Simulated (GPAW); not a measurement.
CuO:

```xyz
4
Lattice="3.1795 0.0000 0.0000 -1.5898 2.7536 0.0000 0.0000 0.0000 4.4315" Properties=species:S:1:pos:R:3 pbc="T T T"
Cu    0.0000    0.0000    0.0000
Cu    0.0000    0.0000    2.2157
O     0.0000    1.8357    1.1079
O     1.5898    0.9179    3.3236
```

Measurements of this composition are mostly on another form, of space group No. 15.

* Program: GPAW 26.7.0
* Task: relaxation of cell and atoms
* Functional: RPBE
* Potentials or basis: the program's PAW data sets (release 1.2.1) made for this functional
* Cutoff: 800 eV
* Basis: pw
* k mesh: 6 × 6 × 4
* Occupations: fermi-dirac, width 0.05 eV
* Spin: no spin polarisation

At the start: pressure 13.6 GPa; volume 9.70 Å³/atom.

**Question.** Where does the relaxation end?

**Answer.** Over 10 steps the energy falls by 204.4 meV/atom and the volume is 10.09 Å³/atom (+4.1 %); space group P6_3/mmc (No. 194, to 0.05 Å).

The path:
| step | energy change (eV) | largest force (eV/Å) | pressure (GPa) | volume (Å³) |
| --- | --- | --- | --- | --- |
| 1 | 0.0000 | 0.0000 | 13.61 | 38.80 |
| 2 | -0.1087 | 0.0000 | 11.29 | 39.14 |
| 3 | -0.5005 | 0.0000 | 1.81 | 40.79 |
| 4 | -0.6864 | 0.0001 | -4.92 | 42.32 |
| 5 | -0.7258 | 0.0002 | -7.09 | 42.86 |
| 6 | -0.7465 | 0.0003 | -7.49 | 42.90 |
| 7 | -0.7816 | 0.0003 | -6.59 | 42.40 |
| 8 | -0.8084 | 0.0000 | -3.72 | 41.38 |
| 9 | -0.8169 | 0.0001 | -0.76 | 40.55 |
| 10 | -0.8177 | 0.0001 | 0.02 | 40.38 |

Final structure:
```cif
data_structure
_symmetry_space_group_name_H-M 'P 1'
_symmetry_Int_Tables_number 1
_cell_length_a 2.9988
_cell_length_b 2.9988
_cell_length_c 5.1844
_cell_angle_alpha 90.000
_cell_angle_beta 90.000
_cell_angle_gamma 120.000
_cell_volume 40.38
loop_
_atom_site_label
_atom_site_type_symbol
_atom_site_fract_x
_atom_site_fract_y
_atom_site_fract_z
_atom_site_occupancy
Cu1 Cu 0.00000 0.00000 0.00000 1
Cu2 Cu 0.00000 0.00000 0.50000 1
O1 O 0.33333 0.66667 0.25001 1
O2 O 0.66667 0.33333 0.74999 1
```

Caveat: the k mesh is coarse (spacing up to 0.38 Å⁻¹), so the values aren't converged; with this Cu data set, volumes or pressures lay over 1.5 % or 2 GPa off other programs in two to four cells of ten; later steps reuse the first step's grids; the run has no spin polarisation, though such a crystal can be magnetic.
